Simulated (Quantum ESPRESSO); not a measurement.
**SnO2 (Cassiterite): single point with PBE**

Crystal: SnO2 (Cassiterite).

```
Sn O
1.0
     4.73800    0.00000    0.00000
     0.00000    4.73800    0.00000
     0.00000    0.00000    3.18650
Sn O
2 4
Direct
  0.50000 0.50000 0.50000
  0.00000 0.00000 0.00000
  0.80710 0.19290 0.50000
  0.69290 0.69290 0.00000
  0.19290 0.80710 0.50000
  0.30710 0.30710 0.00000
```

| Property | Result |
| --- | --- |
| Program | Quantum ESPRESSO 7.5 |
| Task | single point |
| Functional | PBE |
| Potentials or basis | SSSP 1.3 efficiency PBE |
| Cutoff | 816 eV |
| Density cutoff | 6531 eV |
| k mesh | 6 × 6 × 8 |
| Occupations | fermi-dirac, width 0.05 eV |
| Spin | no spin polarisation |

```
Pressure               : 11.6 GPa
Largest force          : 0.285 eV/Å
Band gap on the k mesh : 1.27 eV, direct
```

Forces in eV/Å, atoms in the order of the input:
```
Sn   0.000  0.000  0.000
Sn   0.000  0.000  0.000
O   -0.201  0.201  0.000
O    0.201  0.201  0.000
O    0.201 -0.201  0.000
O   -0.201 -0.201  0.000
```

Stress tensor (GPa, compression positive):
```
10.47  0.00  0.00
 0.00 10.47  0.00
 0.00  0.00 13.81
```

Levels at points of the mesh, in eV from the valence-band top:
```
              k point  band 24  band 25  band 26  band 27  band 28  band 29
   (0.00, 0.00, 0.00)    -0.76    -0.76     0.00     1.27     6.15     6.37
  (0.00, 0.00, -0.50)    -1.65    -1.25    -1.25     6.24     6.24     9.81
  (0.00, -0.50, 0.00)    -1.17    -0.63    -0.63     4.44     4.44     7.12
 (0.00, -0.50, -0.50)    -1.09    -0.69    -0.69     6.50     6.50     8.10
 (-0.50, -0.50, 0.00)    -1.30    -0.90    -0.90     4.84     4.84     7.54
(-0.50, -0.50, -0.50)    -0.96    -0.83    -0.83     4.93     4.93     8.92
```

Wall time 93 s on 2 MPI ranks on AMD EPYC 7R43 64-Core Processor (Zen 3), with other jobs on the host, peak memory 0.56 GiB a rank.

Caveat: spin-orbit coupling is left out, which moves the levels of the heavy elements.
